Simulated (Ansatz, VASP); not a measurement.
Two plane-wave programs on BeS

```
S Be
1.0
     0.00000    2.42500    2.42500
     2.42500    0.00000    2.42500
     2.42500    2.42500    0.00000
S Be
1 1
Direct
  0.75000 0.75000 0.75000
  0.00000 0.00000 0.00000
```

Alike in both runs: task relaxation of cell and atoms; functional PBEsol; k mesh 9 × 9 × 9; occupations fermi-dirac, width 0.05 eV; no spin polarisation.

|  | VASP | Ansatz |
| --- | --- | --- |
| version | VASP 6.6.1 | Ansatz 0.2.0 |
| potentials or method | VASP PAW PBE potentials, release 64 (S, Be) | Ansatz PAW |
| plane-wave cutoff (eV) | 600 | 420 |
| valence electrons in the cell | 8 | 8 |

VASP gave:

```
gap on the k mesh at the Fermi level, each at its own relaxed structure (eV) : 3.01
relaxed volume (Å³/atom)                                                     : 14.16
relaxed cell length with the largest relative difference (Å)                 : 3.422
```

Estimate Ansatz's values.

gap on the k mesh at the Fermi level, each at its own relaxed structure (eV): 3.01; relaxed volume (Å³/atom): 14.15; relaxed cell length with the largest relative difference (Å): 3.421.

Caveats: the PAW data sets were made with another functional, which shifts forces and pressure a little (VASP); an odd mesh through Γ misses points on the zone boundary, where band edges often lie (VASP); odd divisions of the mesh miss points on the zone boundary, where band edges often lie, so the gap on the mesh can be too wide (Ansatz); the plane-wave basis is chosen anew once the cell has moved, so the energies of steps on either side of that aren't comparable (Ansatz); the PAW data sets come from PBE, with cores solved anew for the run's functional, which leaves a small shift of forces and pressure (Ansatz).
